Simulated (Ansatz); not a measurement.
# Zn (Fm-3m) in Ansatz: a series of runs

Runs on Zn. Level: LDA. Tasks: electric field gradients.

Everything below comes from runs of Ansatz 0.2.0. Logs are shortened: lines on timing, memory, paths and dates and some standing lists are left out, and cuts for length are marked.

## 1. Starting point

It takes space group Fm-3m (No. 225, cubic). Conventional cell: a = 3.930 Å, b = 3.930 Å, c = 3.930 Å, α = 90.00°, β = 90.00°, γ = 90.00°. Zn (site symmetry m-3m) is surrounded by 12 Zn at 2.78 Å.

This isn't the form of Zn at room conditions, which is hcp.

## 2. Electric field gradients, LDA

Contents of run.py:

```python
import json

import ase.io
import numpy as np

import ansatz as az

atoms = ase.io.read("POSCAR", format="vasp")

calculation = (
    az.Crystal.from_ase(atoms)
    .calculation()
    .kpoints(12, 12, 12)
    .functional("lda")
    .pseudopotentials(kind="paw", source="ansatz")
    .occupations(method="tetrahedron")
    .density()
    .potential()
    .output_files(volumetric_format="npy")
    .electron_localization_function()
    .electric_field_gradient()
    .forces()
    .stress()
)
outcome = calculation.run(threads=2, events_out="events.jsonl")

report = outcome.report
for line in open("events.jsonl"):
    event = json.loads(line)
    if event["event"] == "scf_iter":
        d = event["data"]
        print(f"SCF {d['iter']:3d}  HF = {d['harris_foulkes_ev']:.6f} eV  dr2 = {d['dr2_ev']:.2e} eV")
    elif event["event"] in ("relax_step", "md_step"):
        d = event["data"]
        print(f"{event['event']} {d['step']:3d}  E = {d['lagrangian_ev']:.6f} eV")
np.set_printoptions(precision=5, suppress=True, linewidth=110)
print("converged:", report["converged"], "after", report["n_iterations"], "iterations")
print(f"free energy {report['free_energy_ev']:.6f} eV, Fermi level {report['fermi_energy_ev']:.4f} eV")
for key in ("band_edges_ev", "magnetization_mub", "site_moments_mub", "site_moments_nc_mub", "forces_ev_ang",
                "stress_gpa", "kpoints_frac", "eigenvalues_ev"):
    if report.get(key) is not None:
        print(key, np.array(report[key]), sep="\n")
```

Contents of POSCAR:

```
Zn
1.0
    0.0000000000      1.9647760000      1.9647760000
    1.9647760000      0.0000000000      1.9647760000
    1.9647760000      1.9647760000      0.0000000000
Zn
1
Direct
    0.0000000000      0.0000000000      0.0000000000
```

Potentials or basis: Ansatz PAW earlier set.

Command:

```bash
> python run.py
```

Log:

```text
DeckWarning: output.forces, output.stress, relax.cell or npt_langevin: where a Kohn–Sham band that disperses or a degenerate level is filled in part under the method tetrahedron, the forces or the stress that this run publishes need not agree with its energy (scf.occupations.method in the input reference, under Limitations); prefer a smearing scheme for the forces or the stress
DeckWarning: basis.ecutwfc = 660 eV, auto-derived from the records' recommended cutoffs: set by Zn (normal level)
PlacementWarning: RAYON_NUM_THREADS=2 ignored (pool sized by the plan → 2); use plan(threads=…)
SCF   1  HF = -7410.454313 eV  dr2 = 5.75e-01 eV
SCF   2  HF = -7410.325177 eV  dr2 = 4.80e-02 eV
SCF   3  HF = -7410.291925 eV  dr2 = 1.16e-02 eV
SCF   4  HF = -7410.287393 eV  dr2 = 1.79e-04 eV
SCF   5  HF = -7410.287513 eV  dr2 = 5.76e-06 eV
SCF   6  HF = -7410.287496 eV  dr2 = 4.45e-09 eV
SCF   7  HF = -7410.287497 eV  dr2 = 1.26e-10 eV
converged: True after 7 iterations
free energy -7410.287497 eV, Fermi level 13.4457 eV
magnetization_mub
0.0
forces_ev_ang
[[-0.  0.  0.]]
stress_gpa
[[-9.29671 -0.      -0.     ]
 [-0.      -9.29671  0.     ]
 [-0.       0.      -9.29671]]
kpoints_frac
[[ 0.       0.       0.     ]
 [ 0.       0.       0.08333]
 [ 0.       0.       0.16667]
 [ 0.       0.       0.25   ]
 [ 0.       0.       0.33333]
 [ 0.       0.       0.41667]
 [ 0.       0.      -0.5    ]
 [ 0.       0.08333  0.08333]
 [ 0.       0.08333  0.16667]
 [ 0.       0.08333  0.25   ]
 [ 0.       0.08333  0.33333]
 [ 0.       0.08333  0.41667]
 [ 0.       0.08333 -0.5    ]
 [ 0.       0.08333 -0.41667]
 [ 0.       0.08333 -0.33333]
 [ 0.       0.08333 -0.25   ]
 [ 0.       0.08333 -0.16667]
 [ 0.       0.08333 -0.08333]
 [ 0.       0.16667  0.16667]
 [ 0.       0.16667  0.25   ]
 [ 0.       0.16667  0.33333]
 [ 0.       0.16667  0.41667]
 [ 0.       0.16667 -0.5    ]
 [ 0.       0.16667 -0.41667]
 [ 0.       0.16667 -0.33333]
 [ 0.       0.16667 -0.25   ]
 [ 0.       0.16667 -0.16667]
 [ 0.       0.25     0.25   ]
 [ 0.       0.25     0.33333]
 [ 0.       0.25     0.41667]
 [ 0.       0.25    -0.5    ]
 [ 0.       0.25    -0.41667]
 [ 0.       0.25    -0.33333]
 [ 0.       0.25    -0.25   ]
 [ 0.       0.33333  0.33333]
 [ 0.       0.33333  0.41667]
 [ 0.       0.33333 -0.5    ]
 [ 0.       0.33333 -0.41667]
 [ 0.       0.33333 -0.33333]
 [ 0.       0.41667  0.41667]
 [ 0.       0.41667 -0.5    ]
 [ 0.       0.41667 -0.41667]
 [ 0.      -0.5     -0.5    ]
 [ 0.08333  0.16667  0.25   ]
 [ 0.08333  0.16667  0.33333]
 [ 0.08333  0.16667  0.41667]
 [ 0.08333  0.16667 -0.5    ]
 [ 0.08333  0.16667 -0.41667]
 [ 0.08333  0.25     0.33333]
 [ 0.08333  0.25     0.41667]
 [ 0.08333  0.25    -0.5    ]
 [ 0.08333  0.25    -0.41667]
 [ 0.08333  0.25    -0.33333]
 [ 0.08333  0.25    -0.25   ]
 [ 0.08333  0.25    -0.16667]
 [ 0.08333  0.33333  0.41667]
 [ 0.08333  0.33333 -0.5    ]
 [ 0.08333  0.33333 -0.41667]
 [ 0.08333  0.33333 -0.33333]
 [ 0.08333  0.33333 -0.25   ]
 [ 0.08333  0.41667 -0.5    ]
 [ 0.08333  0.41667 -0.41667]
 [ 0.08333  0.41667 -0.33333]
 [ 0.08333 -0.5     -0.41667]
 [ 0.16667  0.33333 -0.5    ]
 [ 0.16667  0.33333 -0.41667]
 [ 0.16667  0.33333 -0.33333]
 [ 0.16667  0.41667 -0.41667]
 [ 0.16667  0.41667 -0.33333]
 [ 0.16667  0.41667 -0.25   ]
 [ 0.16667 -0.5     -0.33333]
 [ 0.25    -0.5     -0.25   ]]
eigenvalues_ev
[[-112.15614  -66.76127  -66.76127 ...   31.5128    31.5128    32.1927 ]
 [-112.15606  -66.76275  -66.76152 ...   30.92766   30.92766   31.9519 ]
 [-112.15568  -66.76679  -66.76218 ...   30.02537   30.02537   31.77203]
 ...
 [-112.15352  -66.77699  -66.77557 ...   17.14352   20.03312   32.66813]
 [-112.15342  -66.77935  -66.7732  ...   17.81159   18.64603   31.21903]
 [-112.15348  -66.77628  -66.77628 ...   16.4086    17.56316   34.92897]]
```

rho_z.tsv:

```text
# z_ang	rho[e/angstrom^3]
# format = ansatz-planar-average/11
# lattice	0.000000000	1.964776000	1.964776000
# lattice	1.964776000	0.000000000	1.964776000
# lattice	1.964776000	1.964776000	0.000000000
# sites	1
# site	30	0.000000000	0.000000000	0.000000000
0.000000	4.259299e0
0.115776	3.976182e0
0.231551	3.238941e0
0.347327	2.314752e0
0.463102	1.474940e0
0.578878	8.737741e-1
0.694653	5.231756e-1
0.810429	3.483138e-1
0.926204	2.639633e-1
1.041980	2.185329e-1
1.157755	1.925157e-1
1.273531	1.790942e-1
1.389306	1.749288e-1
1.505082	1.790942e-1
1.620858	1.925157e-1
1.736633	2.185329e-1
1.852409	2.639633e-1
1.968184	3.483138e-1
2.083960	5.231756e-1
2.199735	8.737741e-1
2.315511	1.474940e0
2.431286	2.314752e0
2.547062	3.238941e0
2.662837	3.976182e0
```

Run time: 1.5 s. Hardware: 2 threads of Arm Neoverse V2, shared host; peak memory 0.4 GiB.

What came out:

- Free energy: -7410.2875 eV
- Pressure: -9.3 GPa
- Band gap on the k mesh: none (metal or under the smearing width)

Levels at points of the mesh, in eV from the Fermi level:
| k point | band 7 | band 8 | band 9 | band 10 | band 11 | band 12 | band 13 | band 14 |
| --- | --- | --- | --- | --- | --- | --- | --- | --- |
| (0.00, 0.00, 0.00) | -7.63 | -7.63 | -7.24 | -7.24 | 18.07 | 18.07 | 18.07 | 18.75 |
| (0.00, 0.00, -0.50) | -7.63 | -6.96 | -6.96 | -2.84 | -1.42 | 15.05 | 15.05 | 17.38 |
| (0.00, -0.50, -0.50) | -6.97 | -6.89 | -6.89 | -0.97 | 1.69 | 8.34 | 8.34 | 12.14 |

Caveat: with tetrahedron occupations forces and stress needn't match the slope of the energy.

## 3. Electric field gradients, LDA

Contents of input.yaml:

```yaml
crystal:
  lattice:
    - [0.0, 1.964776, 1.964776]
    - [1.964776, 0.0, 1.964776]
    - [1.964776, 1.964776, 0.0]
  atoms:
    - { symbol: Zn, position: [0.0, 0.0, 0.0] }
hamiltonian:
  xc: lda
  pseudopotentials: { kind: paw, source: ansatz }
kpoints:
  mp_grid: { grid: [12, 12, 12] }
scf:
  occupations: { method: tetrahedron }
output:
  forces: true
  stress: true
  efg: {}
  write_density: true
  write_potential: true
  elf: true
  volumetric_format: npy
```

Potentials or basis: Ansatz PAW earlier set.

Command:

```bash
> ansatz run input.yaml --threads 2 --pin off --max-ram 5120MiB --backend cpu --events-out ev --progress --plain --runs-dir out
```

Log:

```text
Warning: output.forces, output.stress, relax.cell or npt_langevin: where a Kohn–Sham band that disperses or a degenerate level is filled in part under the method tetrahedron, the forces or the stress that this run publishes need not agree with its energy (scf.occupations.method in the input reference, under Limitations); prefer a smearing scheme for the forces or the stress
Warning: RAYON_NUM_THREADS=2 ignored (pool sized by the plan → 2); use --threads N
Engine: ansatz 0.2.0, aarch64-unknown-linux-gnu
Pseudopotentials: kind: paw
Pseudopotential: Zn, paw, valence charge 20, recommended cutoff 660 eV (normal), Zn.paw.azcp
Functional definition: SPW92
  exchange = slater_x
  correlation = pw_c
Crystal: 1 atoms, lattice volume = 15.169 Å³
Basis set: ecut = 660 eV, 561 PW (Γ)
Bands: 14, of which v1, the nominal top of the filled ones, is band 10 counted from 1 (9 counted from 0)
Symmetry: 48 space group operations
Space group: Fm-3m (ITA 225), of the structure as read, at distance tolerance 2.5e-5 Å
[... 35 lines left out ...]
  E_vpaw       = -413.331356  (= ΣTr[D̂ρ^β])
  E_aug_tail   = 0.000116  (compensation charges beyond the density's cutoff)
  E_ewald      = -3360.199251
  E_core_change = 0.463055  (= ΣΔE_core)
  E_smearing   = 0.000005  (= −TS)
  E_closure    = 0.000000  (closes the sum)
  Σ components = -7410.287497   (vs F -7410.287497, Δ=0.00e0)
--- Forces (eV/Å), atoms counted from 1 ---
  atom   1  Zn    -0.00000000     0.00000000     0.00000000
  max |Σ_I F_I| component: 1.31e-31 eV/Å
--- Stress (GPa, compression-positive) ---
       -9.296710      -0.000000      -0.000000
       -0.000000      -9.296710       0.000000
       -0.000000       0.000000      -9.296710
  P = ⅓ Tr σ = -9.2967 GPa (-92.967 kbar)
--- PAW observables at the nuclei: V_zz in 10²¹ V/m², potentials from the cell's mean, atoms counted from 1 ---
  atom   1  Zn V_zz =    -0.000000   η = 0.0000   by run symmetry: forbidden
            electrostatic potential = -3945.616601 V   contact ρ = none
--- Band table (eV; the first three rows and the last of 72) ---
  k-point 0: bands = ["-112.1561", "-66.7613", "-66.7613", "-66.7613", "3.1082", "5.8173", "5.8173", "5.8173", "6.2016", "6.2016", "31.5128", "31.5128", "31.5128", "32.1927"]
  k-point 1: bands = ["-112.1561", "-66.7628", "-66.7615", "-66.7615", "3.3171", "5.8011", "5.8406", "5.8406", "6.1954", "6.1954", "28.5224", "30.9277", "30.9277", "31.9519"]
  k-point 2: bands = ["-112.1557", "-66.7668", "-66.7622", "-66.7622", "3.9167", "5.7869", "5.8872", "5.8872", "6.1968", "6.1968", "24.5215", "30.0254", "30.0254", "31.7720"]
  k-point 71: bands = ["-112.1535", "-66.7763", "-66.7763", "-66.7702", "5.4836", "5.7230", "5.7230", "6.2256", "6.5595", "15.7185", "15.7185", "16.4086", "17.5632", "34.9290"]
```

v_z.tsv:

```text
# z_ang	v_es[eV]	v_tot[eV]
# format = ansatz-planar-average/11
# xc	lda
# density_cutoff_ev	2640
# datasets	Zn=:simpson_from_first_knot:soft:shift=-1863733
# lattice	0.000000000	1.964776000	1.964776000
# lattice	1.964776000	0.000000000	1.964776000
# lattice	1.964776000	1.964776000	0.000000000
# sites	1
# site	30	0.000000000	0.000000000	0.000000000
0.000000	-8.247882e0	-2.259319e1
0.115776	-7.503669e0	-2.172457e1
0.231551	-5.376775e0	-1.924554e1
0.347327	-2.215945e0	-1.555823e1
0.463102	1.372731e0	-1.133318e1
0.578878	4.741677e0	-7.278056e0
[... 16 lines left out ...]
2.547062	-5.376775e0	-1.924554e1
2.662837	-7.503669e0	-2.172457e1
```

It took 0.87 s on 2 threads of Arm Neoverse V2, shared host; peak memory 0.28 GiB.

What came out:

| Property | Result |
| --- | --- |
| Free energy | -7410.2875 eV |
| Pressure | -9.3 GPa |
| Band gap on the k mesh | none (metal or under the smearing width) |

Caveat: the PAW data sets come from PBE, with cores solved anew for the run's functional, which leaves a small shift of forces and pressure; with tetrahedron occupations forces and stress needn't match the slope of the energy.
